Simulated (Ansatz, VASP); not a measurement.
**AlN in VASP and in Ansatz**

```
Al N
1.0
     3.08874    0.00000    0.00000
    -1.54437    2.67493    0.00000
     0.00000    0.00000    4.94377
Al N
2 2
Direct
  0.29585 0.64738 0.00152
  0.70415 0.35262 0.50152
  0.36679 0.68388 0.38348
  0.63321 0.31612 0.88348
```

Change from the starting cell: mode 4 frozen in at -0.086 Å and mode 5 at -0.052 Å (largest displacements).

Alike in both runs: task single point; functional LDA; k mesh 9 × 9 × 6; occupations gaussian, width 0.05 eV; no spin polarisation.

|  | VASP | Ansatz |
| --- | --- | --- |
| version | VASP 6.6.1 | Ansatz 0.2.0 |
| potentials or method | VASP PAW LDA potentials, release 64 (Al, N) | scalar-relativistic, plane waves, PAW |
| plane-wave cutoff (eV) | 520 | 520 |
| valence electrons in the cell | 16 | 16 |

Ansatz gave:

| Item | Value |
| --- | --- |
| gap on the k mesh at the Fermi level (eV) | 4.29 |
| least direct gap on the mesh (eV) | 4.29 |
| pressure (GPa) | -0.3 |
| largest component of the traceless stress (GPa) | 0.75 |
| rms of the force components (eV/Å) | 0.274 |

**Question.** What did VASP give for the same quantities?

**Answer.** gap on the k mesh at the Fermi level (eV): 4.30; least direct gap on the mesh (eV): 4.30; pressure (GPa): 0.3; largest component of the traceless stress (GPa): 0.73; rms of the force components (eV/Å): 0.274.

Atom by atom the forces differ by 0.002 eV/Å (rms over components).

Caveats: an odd mesh through Γ misses points on the zone boundary, where band edges often lie.
